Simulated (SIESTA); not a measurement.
Crystal: CoO.

```
Co O
1.0
     0.00000    2.13150    2.13150
     2.13150    0.00000    2.13150
     2.13150    2.13150    0.00000
Co O
1 1
Direct
  0.00000 0.00000 0.00000
  0.50000 0.50000 0.50000
```

```yaml
Program: SIESTA 5.4.2
Task: single point
Functional: PBE
Potentials_or_basis: PseudoDojo 0.4 standard (PBE files)
Basis: DZP (energy shift 0.003 Ry; two zetas on semicore shells)
Grid_cutoff: 800 Ry
Energy_shift: 0.003 Ry
k_mesh: 11 × 11 × 11
Occupations: fermi-dirac, width 0.05 eV
Spin: collinear spin, ferromagnetic start
Starting_moments: "[2.0, 0.0] μB"
```

On this cell: pressure -0.7 GPa; largest force zero by symmetry; net moment 2.98 μB per cell; site moments Co +2.62; O +0.36 μB; band gap on the k mesh none (metal or under the smearing width).

The same run follows on a disturbed copy (atoms moved at random, drawn with an rms of 0.05 Å):

```
Co O
1.0
     0.00000    2.13150    2.13150
     2.13150    0.00000    2.13150
     2.13150    2.13150    0.00000
Co O
1 1
Direct
  0.99261 0.00830 0.01507
  0.49712 0.51716 0.49531
```

Task: What changes?

Result: The energy (extrapolated to zero smearing) moves by +0.8 meV/atom; pressure -0.6 GPa; largest force 0.071 eV/Å; net moment 2.99 μB per cell; site moments Co +2.62; O +0.37 μB; band gap on the k mesh none (metal or under the smearing width).

Forces on the atoms (eV/Å):
```
Co  -0.033 -0.048  0.041
O    0.033  0.047 -0.041
```

Stress tensor (GPa, compression positive):
```
-0.69 -0.06  0.08
-0.06 -0.55  0.10
 0.08  0.10 -0.60
```

Caveats: short orbitals over semicore shells can move pressures by several GPa; the basis of atomic orbitals isn't converged, which shifts pressures, moduli and gaps; a cell with one magnetic atom can't hold antiferromagnetic order, which such compounds often take; semilocal functionals often make such compounds metallic where correlation or magnetic order opens a gap, which also shifts bond lengths.
